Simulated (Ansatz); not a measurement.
W:

```
W
1.0
     0.00000    2.03000    2.03000
     2.03000    0.00000    2.03000
     2.03000    2.03000    0.00000
W
1
Direct
  0.00000 0.00000 0.00000
```

This isn't the form of W at room conditions, which is bcc.

Base run:

* Program: Ansatz 0.2.0
* Functional: revPBE
* Potentials or basis: Ansatz PAW
* Cutoff: 420 eV (not typed: the program's choice for these potentials)
* k mesh: 11 × 11 × 11
* Occupations: fermi-dirac, width 0.05 eV
* Spin: no spin polarisation

Its results: band gap on the k mesh none (metal or under the smearing width); pressure -2.4 GPa.

After a change of settings the same cell gave: band gap on the k mesh none (metal or under the smearing width); pressure -17.7 GPa. Which change was it?
A. functional from revPBE to LDA
B. functional from revPBE to RPBE
C. functional from revPBE to PBEsol

A.

LDA binds more tightly than revPBE, so the same cell stands under less pressure.

Caveats: spin-orbit coupling is left out, which moves the levels of the heavy elements; the PAW data sets come from PBE, with cores solved anew for the run's functional, which leaves a small shift of forces and pressure; so large a pressure means that the cell lies far from this level's equilibrium, or that cutoff or potentials fall short (some runs).

Runs at the PBE level aren't shown here.
